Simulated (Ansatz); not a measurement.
Si in its lowest state found on the top face of a (010) slab of TiSi2 (Cmcm (No. 63)), 10 planes, outer planes Ti (top) and Si (bottom); 1 a cell of 12.51 Å², its atoms last:

```xyz
13
Lattice="3.5170 0.0000 0.0000 0.0000 3.5556 0.0000 0.0000 0.0000 30.3829" Properties=species:S:1:pos:R:3 pbc="T T T"
Si    0.0000    0.8889    8.5000
Si    1.7585    2.6667    8.5075
Ti    1.7585    0.8889   10.4728
Si    0.0000    2.6667   11.0401
Si    0.0000    0.8889   12.6415
Ti    1.7585    2.6667   13.2088
Si    1.7590    0.8897   15.1577
Si   -0.0004    2.6682   15.1767
Ti    0.0009    0.8925   17.1465
Si    1.7584    2.6707   17.7134
Si    1.7607    0.8936   19.2209
Ti    0.0024    2.6718   20.0043
Si    1.7582    4.4527   21.5034
```

Method: DFT PBEsol, scalar-relativistic, plane waves, PAW (Ansatz 0.2.0). Cutoff 420 eV; k points 8×8×1 on the computed 13-atom cell (Γ-centred); Gaussian smearing, width 0.10 eV; no spin polarisation. The cell repeats along c with a dipole correction in the vacuum.

The clean top face has a work function of 3.73 eV. Adsorption changes the slab's dipole along +c by Δp = -0.0655 e·Å a cell (-0.31 D an adsorbate).

Task: What change of work function does the Helmholtz equation give?

Result: A sheet of dipoles makes a step in an electron's potential energy of −e·Δp/(ε0·A), and e/ε0 = 180.95 eV·Å for Δp in e·Å: −180.95 × (-0.0655)/12.51 = +0.95 eV. This is the change of φ(top) − φ(bottom). If the bottom face is unmoved, φ(top) becomes 4.68 eV.

Task: How does that compare with the calculation?

Result: φ(top) changes by +0.95 eV and φ(bottom) by 0.00 eV, so their difference changes by +0.95 eV. The bottom face hardly moves.

Task: What does the sign say about the electrons?

Result: The change of dipole points into the surface (negative end outward), so the work function rises. Electrons gather on the vacuum side. Δp also holds the adsorbate's own dipole and the moves of the surface atoms, so it isn't a charge transfer alone.

The reference crystal is a form of TiSi2, which isn't its usual structure.